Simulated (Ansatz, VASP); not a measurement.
**Na: VASP beside Ansatz**

```
Na
1.0
     0.00000    3.21951    3.21951
     3.21951    0.00000    3.21951
     3.21951    3.21951    0.00000
Na
2
Cartesian
  0.0000 0.0000 0.0000
  1.6098 1.6098 1.6098
```

Alike in both runs: task relaxation of cell and atoms; functional PBE; k mesh 10 × 10 × 10; occupations fermi-dirac, width 0.03 eV; no spin polarisation.

```csv
,VASP,Ansatz
version,VASP 6.6.1,Ansatz 0.2.0
potentials or method,"VASP PAW PBE potentials, release 64 (Na_pv)","PAW with Ansatz's earlier generated frozen-core files (soft_1), scalar-relativistic"
plane-wave cutoff (eV),600,420
valence electrons in the cell,14,18
```

```csv
,VASP,Ansatz,Ansatz less VASP
relaxed volume (Å³/atom),52.76,54.43,+1.667
relaxed cell length with the largest relative difference (Å),5.304,5.360,+0.0553
energy change over the relaxation (meV/atom),-148,-152,-3.1
```

The two sets of potentials don't hold the same shells in valence.

Caveats: the volume moved by over 15 % at a fixed basis, so the end points are rough (VASP).
